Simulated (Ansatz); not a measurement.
The system is Se.

```xyz
3
Lattice="4.3662 0.0000 0.0000 -2.1831 3.7812 0.0000 0.0000 0.0000 4.9536" Properties=species:S:1:pos:R:3 pbc="T T T"
Se    1.6910    2.9289    0.0000
Se   -0.4921    0.8523    3.3024
Se    0.9841    0.0000    1.6512
```

* Program: Ansatz 0.2.0
* Task: relaxation of cell and atoms
* Functional: revPBE
* Dispersion: D4
* Potentials or basis: Ansatz PAW
* Cutoff: 420 eV (not typed: the program's choice for these potentials)
* k mesh: 7 × 7 × 6
* Occupations: fermi-dirac, width 0.05 eV
* Spin: no spin polarisation

At the start: volume 27.26 Å³/atom.

Q: Where does the relaxation end?

A: It ends after 7 steps and the volume is 23.34 Å³/atom (-14.4 %); space group P3_121 (No. 152, to 0.05 Å).

Step by step:
```
step  energy change (eV)  largest force (eV/Å)  volume (Å³)
   1              0.0000                0.4526        81.78
   2             -0.0931                0.2651        73.17
   3             -0.1403                0.1169        70.37
   4             -0.1433                0.0059        68.61
   5             -0.1461                0.0021        70.13
   6             -0.1461                0.0001        70.02
   7             -0.1456                0.0001        70.02
```

Final structure:
```
Se
1.0
     3.96168    0.00000    0.00000
    -1.98084    3.43091    0.00000
     0.00000    0.00000    5.15154
Se
3
Direct
  0.74495 0.74495 0.00000
  0.00000 0.25505 0.66667
  0.25505 0.00000 0.33333
```

Caveat: the plane-wave basis is chosen anew once the cell has moved, so the energies of steps on either side of that aren't comparable; the volume moved by -14 % from the deposited cell, more than functionals usually miss; the PAW data sets come from PBE, with cores solved anew for the run's functional, which leaves a small shift of forces and pressure.
